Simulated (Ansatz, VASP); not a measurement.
Re: VASP beside Ansatz

```
Re
1.0
     0.00000    1.95772    1.79621
     1.79621    0.00000    1.79621
     1.79621    1.95772    0.00000
Re
1
Direct
  0.00000 0.00000 0.00000
```

Change from the starting cell: normal strain along x -0.0825, normal strain along z -0.0825.

Alike in both runs: task single point; functional PBE; k mesh 10 × 10 × 10; occupations gaussian, width 0.15 eV; no spin polarisation.

```csv
,VASP,Ansatz
version,VASP 6.6.1,Ansatz 0.2.0
potentials or method,"VASP PAW PBE potentials, release 64 (Re)","scalar-relativistic, plane waves, PAW"
plane-wave cutoff (eV),520,420
valence electrons in the cell,7,15
```

|  | VASP | Ansatz | Ansatz less VASP |
| --- | --- | --- | --- |
| gap on the k mesh at the Fermi level (eV) | none | none | - |
| pressure (GPa) | 93.7 | 92.3 | -1.39 |
| largest component of the traceless stress (GPa) | 27.44 | 27.86 | +0.420 |

A gap of «none» marks a metal or a gap that the smearing closes. The two sets of potentials don't hold the same shells in valence.

Caveats: the cell as given lies far from equilibrium; so large a pressure means that the cell lies far from this level's equilibrium, or that cutoff or potentials fall short (VASP). Spin-orbit coupling is left out, which matters for the levels of Re.
